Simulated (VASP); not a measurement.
CdTe: band structure with HSE06

CdTe:

```
CELL_PARAMETERS angstrom
0.00000 3.24777 3.24777
3.24777 0.00000 3.24777
3.24777 3.24777 0.00000
ATOMIC_POSITIONS crystal
Cd 0.00000 0.00000 0.00000
Te 0.25000 0.25000 0.25000
```

The cell was built by a generator and needn't be a form met in nature.

```
Program                            : VASP 6.6.1
Task                               : band structure
Functional                         : HSE06
Potentials or basis                : VASP PAW PBE potentials, release 64 (Cd, Te)
Cutoff                             : 520 eV
k mesh                             : 4 × 4 × 4
Occupations                        : gaussian, width 0.03 eV
Spin                               : spin-orbit coupling, no magnetisation
Grid for exact exchange (PRECFOCK) : Fast
Screening parameter                : 0.2 1/A
Further INCAR settings             : ALGO = Normal; EDIFF = 1e-07; NBANDS = 32
```

```yaml
Pressure: 1.5 GPa
Valence_electrons_inside_the_program's_atomic_spheres: Cd 10.32; Te 3.56
```

It took 19 min on 2 MPI ranks on Intel(R) Xeon(R) 6975P-C (Granite Rapids), with other jobs on the host, peak memory 0.48 GiB a rank.

Caveat: the k mesh is coarse (spacing up to 0.42 Å⁻¹), so the values aren't converged, least of all with exact exchange; the PAW data sets were made with another functional, which shifts forces and pressure a little.
